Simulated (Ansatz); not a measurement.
KF: clamped-ion strain scan

These are results of DFT PBE, scalar-relativistic, plane waves, PAW (Ansatz), not measurements. The runs took a 420 eV cutoff, a Γ-centred 8×8×8 mesh and Gaussian smearing (0.05 eV). No spin polarisation. Energies are free energies at this smearing, counted from the undisturbed cell; pressure is positive in compression.

Zero of the scan (as given, not relaxed at this level; it stands at 1.3 GPa):

```yaml
crystal:
  lattice:
    - [0.00000, 2.67350, 2.67350]
    - [2.67350, 0.00000, 2.67350]
    - [2.67350, 2.67350, 0.00000]
  atoms:
    - { symbol: K, position: [0.00000, 0.00000, 0.00000] }
    - { symbol: F, position: [0.50000, 0.50000, 0.50000] }
```

The cell is strained by ε times the Voigt pattern (0, 0, 0, 0, 1, 0) (xx, yy, zz, yz, xz, xy; engineering shear) with fractional coordinates fixed.

```tsv
ε	ΔE (meV/atom)	stress summed along the pattern (GPa, tension positive)	pressure (GPa)	gap on the mesh (eV)
-0.1500	19.0	-2.07	1.2	6.03
-0.0750	4.7	-1.00	1.3	6.12
0.0000	0.0	0.00	1.3	6.17
0.0187	0.3	0.25	1.3	6.16
0.0375	1.2	0.50	1.3	6.15
0.0562	2.7	0.75	1.3	6.14
0.0937	7.4	1.26	1.3	6.10
0.1125	10.6	1.52	1.3	6.08
0.1312	14.5	1.79	1.2	6.06
```

By symmetry 0.1500 repeats -0.1500, -0.1125 repeats 0.1125, 0.0750 repeats -0.0750, -0.0375 repeats 0.0375 in energy, with the opposite slope along the path.